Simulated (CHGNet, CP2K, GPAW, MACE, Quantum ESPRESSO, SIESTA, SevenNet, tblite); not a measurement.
# CP2K on generalised stacking fault on (110) of BePd (80 atoms): settings against a plane-wave reference, part 2 of 2

Aim: run generalised stacking fault on (110) of BePd (80 atoms) in CP2K and see how near its forces come to a plane-wave reference, and at what cost.

Program: CP2K 2026.2; the method stands at each step. Banners, paths, timers and routine set-up lines are dropped from the logs unmarked, and long logs keep their key lines alone; longer cuts are marked.

So far. Step 2 (PBE, DZVP-MOLOPT-SR, 600/50 Ry, diagonalisation): Forces lie 6.6 % from the reference's, at 1.1 times its CPU time. Step 3 (PBE+D3, DZVP-MOLOPT-SR, 600/50 Ry, diagonalisation): Against the first run (6.6 %), the force difference from the reference is 8.1 %, at 1.0 times the CPU time; the model has changed, so this is no error of the program alone.

### 4. PBE, DZVP-MOLOPT-SR, 600/20 Ry, diagonalisation

Method: Kohn-Sham DFT, PBE, GTH-PBE pseudopotentials, Gaussian and plane waves, DZVP-MOLOPT-SR-GTH, diagonalisation.

File input.inp:

```
&GLOBAL
  PROJECT cell
  RUN_TYPE ENERGY_FORCE
  PRINT_LEVEL LOW
&END GLOBAL
&FORCE_EVAL
  METHOD QS
  STRESS_TENSOR ANALYTICAL
  &DFT
    BASIS_SET_FILE_NAME BASIS_MOLOPT
    POTENTIAL_FILE_NAME GTH_POTENTIALS
    &MGRID
      CUTOFF 600
      REL_CUTOFF 20
      NGRIDS 5
    &END MGRID
    &QS
      EPS_DEFAULT 1.0E-12
    &END QS
    &SCF
      SCF_GUESS ATOMIC
      EPS_SCF 5.0E-06
      MAX_SCF 200
      ADDED_MOS 64
      &DIAGONALIZATION
        ALGORITHM STANDARD
      &END DIAGONALIZATION
      &SMEAR ON
        METHOD FERMI_DIRAC
        ELECTRONIC_TEMPERATURE [K] 580
      &END SMEAR
      &MIXING
        METHOD BROYDEN_MIXING
        ALPHA 0.15
        NBROYDEN 12
      &END MIXING
      &PRINT
        &RESTART OFF
        &END RESTART
      &END PRINT
    &END SCF
    &XC
      &XC_FUNCTIONAL PBE
      &END XC_FUNCTIONAL
    &END XC
    &PRINT
      &MULLIKEN ON
      &END MULLIKEN
      &HIRSHFELD ON
        SHAPE_FUNCTION DENSITY
      &END HIRSHFELD
      &MO ON
        EIGENVALUES T
        OCCUPATION_NUMBERS T
        MO_INDEX_RANGE 429 452
        &EACH
          QS_SCF 0
        &END EACH
        ADD_LAST NUMERIC
      &END MO
    &END PRINT
  &END DFT
  &SUBSYS
    &CELL
      A 5.62600 0.00000 0.00000
      B 0.00000 7.95637 0.00000
      C 2.10975 0.00000 19.89091
    &END CELL
    &COORD
[... 80 atom lines left out: the same atoms as in the first run ...]
    &END COORD
    &KIND Be
      BASIS_SET DZVP-MOLOPT-SR-GTH-q4
      POTENTIAL GTH-PBE-q4
    &END KIND
    &KIND Pd
      BASIS_SET DZVP-MOLOPT-SR-GTH-q18
      POTENTIAL GTH-PBE-q18
    &END KIND
  &END SUBSYS
  &PRINT
    &FORCES ON
    &END FORCES
    &STRESS_TENSOR ON
    &END STRESS_TENSOR
  &END PRINT
&END FORCE_EVAL
```

The run is started by

```
OMP_NUM_THREADS=1 mpirun -np 4 cp2k.psmp -i input.inp > output.txt
```

Numbers of over 12 decimals in the logs are rounded to 6 here.

What it wrote:

```text
CP2K| version string:                                       CP2K version 2026.2
 CP2K| Input file name                                                 input.inp
 GLOBAL| Basis set file name                                        BASIS_MOLOPT
 GLOBAL| Potential file name                                      GTH_POTENTIALS
 GLOBAL| Run type                                                   ENERGY_FORCE
 GLOBAL| Total number of message passing processes                             4
 GLOBAL| Number of threads for this process                                    1
 TOTAL NUMBERS AND MAXIMUM NUMBERS
  Total number of            - Atomic kinds:                                   2
                             - Atoms:                                         80
[... lines left out ...]
                        Smear method:                                FERMI_DIRAC
[... lines left out ...]
 Number of electrons:                                                        880
[... lines left out ...]
  Step     Update method      Time    Convergence         Total energy    Change
[... lines left out ...]
  *** SCF run converged in    16 steps ***
[... lines left out ...]
  Fermi energy:                                                 0.483080
  Total energy:                                             -5677.668597
  Total energy (extrapolated to T->0):                      -5677.662192
[... lines left out ...]
 MO| E(Fermi):            0.483080 a.u.         13.145269 eV
[... lines left out ...]
 !-----------------------------------------------------------------------------!
 !-----------------------------------------------------------------------------!
                           Hirshfeld Charges
  #Atom  Element  Kind  Ref Charge     Population                    Net charge
      1       Be     1       4.000          4.215                        -0.215
      2       Pd     2      18.000         17.774                         0.226
      3       Be     1       4.000          4.221                        -0.221
[...]
79       Be     1       4.000          4.238                        -0.238
     80       Pd     2      18.000         17.770                         0.230
  Total Charge                                                           -0.000
 !-----------------------------------------------------------------------------!
 ENERGY| Total FORCE_EVAL ( QS ) energy [hartree]          -5677.668674
 FORCES| Atomic forces [hartree/bohr]
 FORCES|   Atom     x               y               z               |f|
 FORCES|      1 -4.64273357E-03 -1.11740628E-03 -1.62649404E-02   1.69514559E-02
 FORCES|      2 -5.00871022E-02  6.40916749E-03  2.37950768E-02   5.58211511E-02
 FORCES|      3 -1.52067227E-02 -3.43119920E-03 -3.07816886E-02   3.45040562E-02
[...]
FORCES|     79 -3.67995850E-03 -8.30493802E-03 -8.96232316E-03   1.27607730E-02
 FORCES|     80  5.01322694E-02  2.12520961E-02 -2.05319019E-02   5.81932558E-02
 FORCES| Sum    -8.84339704E-03  4.38332093E-02  1.83618692E-01
 FORCES| Total atomic force                                       1.88985132E-01
 STRESS| Analytical stress tensor [bar]
 STRESS|                        x                   y                   z
 STRESS|      x        1.70198543350E+05  -5.37649615580E+02   1.10326201343E+04
 STRESS|      y       -5.37649615580E+02   6.31695752991E+04   2.22139842872E+03
 STRESS|      z        1.10326201343E+04   2.22139842872E+03   1.11138042622E+05
 STRESS| 1/3 Trace                                             1.14835387090E+05
```

Run time: 1.8 min. Hardware: 4 MPI ranks of Arm Neoverse V1, shared host; peak memory 4.7 GiB.

Against the reference:

* r.m.s. force component: 1.209 eV/Å
* r.m.s. difference of force components: 1125 meV/Å
* longest difference of force vectors: 4093 meV/Å
* force difference over r.m.s. force: 306 %
* slope of forces against the reference's: 1.227
* correlation of force components: 0.3734
* pressure: 11.48 GPa
* pressure difference: 4.014 GPa
* energy less the same-level run's: -14.71 meV/atom
* r.m.s. force difference from the same-level run: 1124 meV/Å

This is a coarse setting, run to see what it loses.

Against the first run (6.6 %), the force difference from the reference is 306 %, at 0.68 times the CPU time: the grid matters here.

The difference per atom is largest on Pd (2.6 eV/Å on average, against 0.071 on Be). The forces add up to 9.7 eV/Å instead of zero, usually a sign of too coarse a grid.

### 5. LDA, DZVP-MOLOPT-SR, 600/50 Ry, diagonalisation

Method: Kohn-Sham DFT, LDA, GTH-PADE pseudopotentials, Gaussian and plane waves, DZVP-MOLOPT-SR-GTH, diagonalisation.

input.inp, as its differences from that of step 4:

```diff
@@ -13,3 +13,3 @@
       CUTOFF 600
-      REL_CUTOFF 20
+      REL_CUTOFF 50
       NGRIDS 5
@@ -42,3 +42,3 @@
     &XC
-      &XC_FUNCTIONAL PBE
+      &XC_FUNCTIONAL PADE
       &END XC_FUNCTIONAL
@@ -68,8 +68,9 @@
     &END CELL
-    &COORD
-[... 80 atom lines left out: the same atoms as in the first run ...]
-    &END COORD
+    &TOPOLOGY
+      COORD_FILE_NAME structure.xyz
+      COORD_FILE_FORMAT XYZ
+    &END TOPOLOGY
     &KIND Be
       BASIS_SET DZVP-MOLOPT-SR-GTH-q4
-      POTENTIAL GTH-PBE-q4
+      POTENTIAL GTH-PADE-q4
     &END KIND
@@ -77,3 +78,3 @@
       BASIS_SET DZVP-MOLOPT-SR-GTH-q18
-      POTENTIAL GTH-PBE-q18
+      POTENTIAL GTH-PADE-q18
     &END KIND
```

File structure.xyz:

```xyz
80

Be 5.58505 7.94690 19.87559
Pd 1.38902 7.93656 1.96065
Be 0.67628 0.01878 0.02526
Pd 4.27701 0.00947 1.99824
Be 5.54807 3.99211 19.87122
Pd 1.43739 3.98200 2.01037
Be 2.77636 3.98781 19.86744
Pd 4.20584 4.03730 2.03265
Be 5.59144 1.99132 1.97616
Pd 1.37122 1.99776 3.92249
Be 2.80173 1.95743 1.99207
Pd 4.20538 2.05624 3.98455
Be 5.66657 7.93513 3.92627
Pd 1.38495 0.01520 5.98259
Be 2.74403 0.00501 4.00106
Pd 4.19636 0.00676 5.91615
Be 5.56964 5.95773 2.04121
Pd 1.46538 5.95749 3.96844
Be 2.78953 5.95964 1.95448
Pd 4.18855 5.96338 3.93462
[... 56 atom lines left out ...]
Be 5.64837 6.00173 17.89207
Pd 4.95892 5.92057 0.02486
Be 2.81308 6.01732 17.91534
Pd 2.10692 5.92941 0.00676
```

What it wrote:

```text
CP2K| version string:                                       CP2K version 2026.2
 CP2K| Input file name                                                 input.inp
 GLOBAL| Basis set file name                                        BASIS_MOLOPT
 GLOBAL| Potential file name                                      GTH_POTENTIALS
[... lines left out ...]
 Number of electrons:                                                        880
[... lines left out ...]
  Step     Update method      Time    Convergence         Total energy    Change
[... lines left out ...]
  *** SCF run converged in    17 steps ***
[... lines left out ...]
  Fermi energy:                                                 0.472927
  Total energy:                                             -5657.812809
  Total energy (extrapolated to T->0):                      -5657.806032
[... lines left out ...]
 MO| E(Fermi):            0.472927 a.u.         12.868993 eV
[... lines left out ...]
 ENERGY| Total FORCE_EVAL ( QS ) energy [hartree]          -5657.812998
[... lines left out ...]
 FORCES|      1 -3.20893843E-03 -1.28636740E-03 -1.44201354E-02   1.48287671E-02
 FORCES|      2  8.94373070E-03 -2.48689074E-03  5.57392096E-03   1.08279056E-02
 FORCES|      3 -1.25626352E-02 -2.96813288E-03 -2.73927849E-02   3.02819135E-02
[...]
FORCES|     79 -3.48716302E-03 -8.46739497E-03 -7.58737220E-03   1.18922370E-02
 FORCES|     80  5.57107839E-03  5.72453993E-03 -1.15420149E-02   1.40365730E-02
 FORCES| Sum    -6.12787623E-05 -4.51984403E-05  3.91873553E-05
 FORCES| Total atomic force                                       8.56366425E-05
 STRESS| Analytical stress tensor [bar]
 STRESS|                        x                   y                   z
 STRESS|      x       -6.30330908301E+03  -6.02391903071E+02   1.26980126992E+04
 STRESS|      y       -6.02391903071E+02  -1.26966393000E+05   1.86292966448E+03
 STRESS|      z        1.26980126992E+04   1.86292966448E+03  -7.35954372163E+04
 STRESS| 1/3 Trace                                            -6.89550464331E+04
```

It took 2.6 min on 4 MPI ranks; peak memory 4.8 GiB; 11 min of CPU time.

Numbers from this run, and their distance from the reference:

```
r.m.s. force component                  : 0.3383 eV/Å
r.m.s. difference of force components   : 41.54 meV/Å
longest difference of force vectors     : 225.3 meV/Å
force difference over r.m.s. force      : 11.3 %
slope of forces against the reference's : 0.9169
correlation of force components         : 0.9965
pressure                                : -6.896 GPa
pressure difference                     : -14.36 GPa
```

Against the first run (6.6 %), the force difference from the reference is 11 %, at 1.0 times the CPU time; the model has changed, so this is no error of the program alone.

### 6. All runs compared

Differences are against the plane-wave reference, forces as r.m.s. over components; share is that over the reference's r.m.s. force, slope the least-squares factor from reference forces to these. Total energies of different programs have different zeros and aren't compared.

| run | Δ force, r.m.s. (meV/Å) | share (%) | slope | Δ pressure (GPa) | cores | CPU time | memory (GiB) |
| --- | --- | --- | --- | --- | --- | --- | --- |
| reference | - | - | - | - | 4 | 9.9 min | 2.7 |
| CP2K PBE, DZVP-MOLOPT-SR, 600/50 Ry, diagonalisation | 24.4 | 6.64 | 1.050 | 1.60 | 4 | 11 min | 4.7 |
| CP2K PBE+D3, DZVP-MOLOPT-SR, 600/50 Ry, diagonalisation | 29.6 | 8.06 | 1.030 | -6.29 | 4 | 11 min | 4.8 |
| CP2K PBE, DZVP-MOLOPT-SR, 600/20 Ry, diagonalisation (coarse) | 1125 | 306 | 1.227 | 4.01 | 4 | 7.1 min | 4.7 |
| CP2K LDA, DZVP-MOLOPT-SR, 600/50 Ry, diagonalisation | 41.5 | 11.3 | 0.917 | -14.4 | 4 | 11 min | 4.8 |

Rows marked coarse were listed beforehand as settings not expected to be converged; some can still land near the reference.

CPU time is summed over cores on a shared host, where runs went side by side, so it is rough. Symmetry, cutoffs, thresholds, outputs and thread counts weren't matched or tuned between programs; memory under MPI is the largest rank's times the ranks.

Mean charges by element (e), by run and scheme:

| run | scheme | Be | Pd |
| --- | --- | --- | --- |
| CP2K PBE, DZVP-MOLOPT-SR, 600/50 Ry, diagonalisation | Mulliken | +0.53 | -0.53 |
| CP2K PBE, DZVP-MOLOPT-SR, 600/50 Ry, diagonalisation | Hirshfeld | -0.23 | +0.23 |
| CP2K PBE+D3, DZVP-MOLOPT-SR, 600/50 Ry, diagonalisation | Mulliken | +0.53 | -0.53 |
| CP2K PBE+D3, DZVP-MOLOPT-SR, 600/50 Ry, diagonalisation | Hirshfeld | -0.23 | +0.23 |
| CP2K LDA, DZVP-MOLOPT-SR, 600/50 Ry, diagonalisation | Mulliken | +0.56 | -0.56 |
| CP2K LDA, DZVP-MOLOPT-SR, 600/50 Ry, diagonalisation | Hirshfeld | -0.23 | +0.23 |

Within one program, basis, potentials and functional, energies share a zero. Each run against its twin at the usual cutoff or grid and solver:

| run | twin | Δ energy (meV/atom) | Δ force, r.m.s. (meV/Å) | CPU time over the twin's |
| --- | --- | --- | --- | --- |
| CP2K PBE, DZVP-MOLOPT-SR, 600/20 Ry, diagonalisation | DZVP-MOLOPT-SR, 600/50 Ry, diagonalisation | -14.7 | 1124 | 0.68 |

Further runs of this program without a result: CP2K PBE, SZV-MOLOPT-SR, 600/50 Ry, diagonalisation (stopped at the start).

### 7. Summary of results

```
nearest in forces : CP2K PBE, DZVP-MOLOPT-SR, 600/50 Ry, diagonalisation, 6.6 %
its CPU time      : 11 min
```

What this shows: The PBE run in local orbitals, coarse settings apart, differs by 6.6 % (CP2K PBE, DZVP-MOLOPT-SR, 600/50 Ry, diagonalisation); basis, grid and potentials can all enter. Rows with another functional or a dispersion term differ by 8.1 % (CP2K PBE+D3, DZVP-MOLOPT-SR, 600/50 Ry, diagonalisation) to 11 % (CP2K LDA, DZVP-MOLOPT-SR, 600/50 Ry, diagonalisation), which mixes the change of model with differences of basis and potentials. Runs with settings chosen to be coarse differ by 306 % (CP2K PBE, DZVP-MOLOPT-SR, 600/20 Ry, diagonalisation), their programs' other errors included. None of the electronic-structure runs in the table takes under half the reference's CPU time of 9.9 min; they take 0.72 to 1.1 times as much. In pressure, CP2K PBE, DZVP-MOLOPT-SR, 600/20 Ry, diagonalisation misses by +4.0 GPa, at the same functional. Charges hang on scheme and program or settings: among these rows the mean for Be runs from -0.23 to +0.56 e, even in sign. The reference's pressure holds the uncorrected Pulay stress of its 55 Ry basis, so small pressure differences, and their order, may be the reference's own error. The cell is under 6 Å thick along one periodic direction, so every atom has periodic images of itself close by, which move with it and show among its neighbours and in g(r). The reference's stress is far from hydrostatic: its diagonal is 16.6, 0.5, 5.3 GPa, compression counted positive. The host structure and its lattice constant were typed by rule, without a check against the phase diagram. The reference's pressure of 7.5 GPa says that the cell would expand at this level of theory. The electronic-structure runs sample only Γ, in a cell whose shortest periodic width is 6 Å, which is coarse for a cell with partly filled levels.

[Also dropped from logs without a mark: logging warnings of Python, and SIESTA's first energy breakdown and zero terms.]

[Logs are printed without paths, hosts, clocks, repeated set-up lines and the standing remarks that a program may print on its own settings, such as how far it seeks lower states.]

[Hosts, paths, dates, database ids (printed as entryN), source tags and the programs' standing remarks are cut or masked in the printed files.]
